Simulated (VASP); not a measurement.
Set up this calculation in VASP 6.6.1, as the native input.

```yaml
Task: single point
Functional: PBE
Potentials_or_basis: VASP PAW PBE potentials, release 64 (Al, O)
Cutoff: 520 eV
k_mesh: 7 × 7 × 7
Occupations: fermi-dirac, width 0.05 eV
Spin: no spin polarisation
Dipole_correction: no
Further_INCAR_settings: ALGO = Normal; EDIFF = 1e-07; NBANDS = 35
```

The structure of Al2O3 (Corundum) lies in POSCAR:

```
Al2O3
1.0
    2.3316598353      1.3461844335      4.2434364115
   -2.3316598353      1.3461844335      4.2434364115
    0.0000000000     -2.6923688671      4.2434364115
Al O
4 6
Direct
    0.8521600000      0.8521600000      0.8521600000
    0.6478400000      0.6478400000      0.6478400000
    0.1478400000      0.1478400000      0.1478400000
    0.3521600000      0.3521600000      0.3521600000
    0.0566800000      0.7500000000      0.4433200000
    0.7500000000      0.4433200000      0.0566800000
    0.4433200000      0.0566800000      0.7500000000
    0.9433200000      0.2500000000      0.5566800000
    0.2500000000      0.5566800000      0.9433200000
    0.5566800000      0.9433200000      0.2500000000
```

One way to write it, as run:

INCAR

```
PREC     = Accurate       # precision mode
ENCUT    = 520            # plane-wave cutoff, eV
EDIFF    = 1E-7           # SCF threshold, eV
ISMEAR   = -1             # smearing method
SIGMA    = 0.05           # smearing width, eV
LREAL    = False          # projectors in reciprocal space
LASPH    = True           # aspherical terms in the spheres
NELM     = 60             # most SCF steps
ALGO     = Normal         # electronic algorithm
ISIF     = 2              # what is computed and relaxed
LWAVE    = False          # write WAVECAR
LCHARG   = True           # write CHGCAR
GGA      = PE             # functional
LELF     = True           # ELF
LVHAR    = True         
NBANDS   = 35             # bands
```

KPOINTS

```
regular mesh
0
Gamma
  7 7 7
```

Potentials or basis: VASP PAW PBE potentials, release 64 (Al, O).

Run with:

```bash
$ cat potpaw_PBE.64/Al/POTCAR potpaw_PBE.64/O/POTCAR > POTCAR
$ mpirun -np 1 vasp_std > vasp.out
```

Results of the run:

```
Pressure               : 25.4 GPa
Largest force          : 0.073 eV/Å
Band gap on the k mesh : 7.01 eV, direct
```

Caveat: so large a pressure means that the cell lies far from this level's equilibrium, or that cutoff or potentials fall short; an odd mesh through Γ misses points on the zone boundary, where band edges often lie.

Run time: 2.3 min on 1 thread of Intel(R) Xeon(R) Platinum 8488C (Sapphire Rapids) (shared host), peak memory 0.27 GiB.
